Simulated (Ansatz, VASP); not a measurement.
One calculation of GaP, two programs

```
Ga P
1.0
     0.00000    2.68842    2.68842
     2.68842    0.00000    2.68842
     2.68842    2.68842    0.00000
Ga P
1 1
Direct
  0.00000 0.00000 0.00000
  0.25000 0.25000 0.25000
```

Change from the starting cell: volume scaled by 0.96, ions relaxed.

Alike in both runs: functional PBE; k mesh 14 × 14 × 14; occupations fermi-dirac, width 0.02 eV; no spin polarisation.

Ansatz relaxed the structure, and its values are those at the end. VASP's run is a single point on that final structure, the one shown.

|  | VASP | Ansatz |
| --- | --- | --- |
| version | VASP 6.6.1 | Ansatz 0.2.0 |
| potentials or method | VASP PAW PBE potentials, release 64 (Ga_d, P) | plane-wave PAW, scalar-relativistic |
| plane-wave cutoff (eV) | 520 | 420 |
| valence electrons in the cell | 18 | 18 |

|  | VASP | Ansatz | Ansatz less VASP |
| --- | --- | --- | --- |
| gap on the k mesh at the Fermi level (eV) | 1.52 | 1.52 | 0.000 |
| pressure (GPa) | 6.3 | 6.4 | +0.11 |

With one functional, cell and mesh, what is left measures potentials, basis and numerics. Ansatz warned: «stress_scf_threshold_loose».

A k mesh can miss the band edges.
